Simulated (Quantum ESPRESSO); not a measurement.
**SiO2: single point with PBE**

SiO2:

```
Si O
1.0
    -4.47204    4.47204    2.61177
     4.47204   -4.47204    2.61177
     4.47204    4.47204   -2.61177
Si O
4 8
Direct
  0.82311 0.82311 0.64622
  0.17689 0.82311 0.00000
  0.82311 0.17689 0.00000
  0.17689 0.17689 0.35378
  0.00000 0.79145 0.79145
  0.20855 0.00000 0.20855
  0.79145 0.00000 0.79145
  0.00000 0.20855 0.20855
  0.00000 0.00000 0.50000
  0.50000 0.00000 0.00000
  0.00000 0.50000 0.00000
  0.50000 0.50000 0.50000
```

The cell comes from a database or a generator and needn't be the stable form of this composition.

| Property | Result |
| --- | --- |
| Program | Quantum ESPRESSO 7.5 |
| Task | single point |
| Functional | PBE |
| Potentials or basis | SSSP 1.3 efficiency PBE |
| Cutoff | 748 eV |
| Density cutoff | 5987 eV |
| k mesh | 6 × 6 × 6 |
| Occupations | fermi-dirac, width 0.05 eV |
| Spin | no spin polarisation |

| Item | Value |
| --- | --- |
| Pressure | 4.0 GPa |
| Largest force | 0.230 eV/Å |
| Band gap on the k mesh | 5.44 eV, indirect (least direct gap 5.45 eV) |

Forces in eV/Å, atoms in the order of the input:
```
Si   0.027  0.027  0.000
Si   0.027 -0.027  0.000
Si  -0.027  0.027  0.000
Si  -0.027 -0.027  0.000
O   -0.230  0.000  0.000
O    0.000  0.230  0.000
O    0.000 -0.230  0.000
O    0.230  0.000  0.000
O    0.000  0.000  0.000
O    0.000  0.000  0.000
O    0.000  0.000  0.000
O    0.000  0.000  0.000
```

Stress tensor (GPa, compression positive):
```
3.92 0.00 0.00
0.00 3.92 0.00
0.00 0.00 4.15
```

Levels at points of the mesh, in eV from the valence-band top:
```csv
k point,band 29,band 30,band 31,band 32,band 33,band 34,band 35,band 36
"(0.00, 0.00, 0.00)",-0.82,-0.67,-0.01,-0.01,5.44,8.34,8.61,8.89
"(0.00, 0.00, -0.50)",-0.45,-0.38,-0.37,-0.24,6.60,6.94,8.68,8.92
"(0.00, -0.50, 0.00)",-1.10,-0.77,-0.59,-0.24,7.68,7.73,8.63,8.97
"(-0.50, -0.50, -0.50)",-1.01,-0.17,0.00,0.00,7.61,7.67,7.67,7.99
```

Wall time 3.4 min on 2 MPI ranks on Arm Neoverse V1, on a shared host, peak memory 1.2 GiB a rank.

A k mesh can miss the band edges.
